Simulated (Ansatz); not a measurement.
**All-electron equations of state of elemental crystals**

All-electron LAPW (Ansatz 0.2.0), scalar-relativistic, no spin, Fermi–Dirac smearing 0.136 eV, k-meshes of 8 to 18 points an axis; Birch–Murnaghan fits to pressures. Some or most of these lattices are hypothetical for the element, and V0 is the minimum nearest the starting volume; lattices without a usable fit are left out; mesh and smearing are coarse, and magnetic elements are treated as non-magnetic.

```
element  lattice  functional  V0 (Å³/atom)  B0 (GPa)   B′  k-points per axis
     Sr      bcc         LDA         48.12      13.4  3.3                 10
     Sr      bcc         PBE         54.61      11.4  3.1                 10
     Sr      bcc      PBEsol         51.65      12.0  3.2                 10
     Sr  diamond         PBE        109.95       2.7  2.8                  8
     Sr  diamond      PBEsol        101.82       3.0  2.3                  8
     Sr      fcc         LDA         48.89      13.5  3.2                 10
     Sr      fcc         PBE         55.17      11.8  3.2                 10
     Sr      fcc      PBEsol         52.33      12.4  3.1                 10
     Sr       sc         LDA         49.39       8.2  3.5                  9
     Sr       sc         PBE         58.16       6.7  3.2                  9
```

(1) Give V0 and B0 for diamond Sr in LDA.

(2) Give V0 and B0 for sc Sr in PBEsol.

## Answers

(1) 96.27 Å³/atom and 3.0 GPa.

(2) 53.98 Å³/atom and 7.3 GPa.
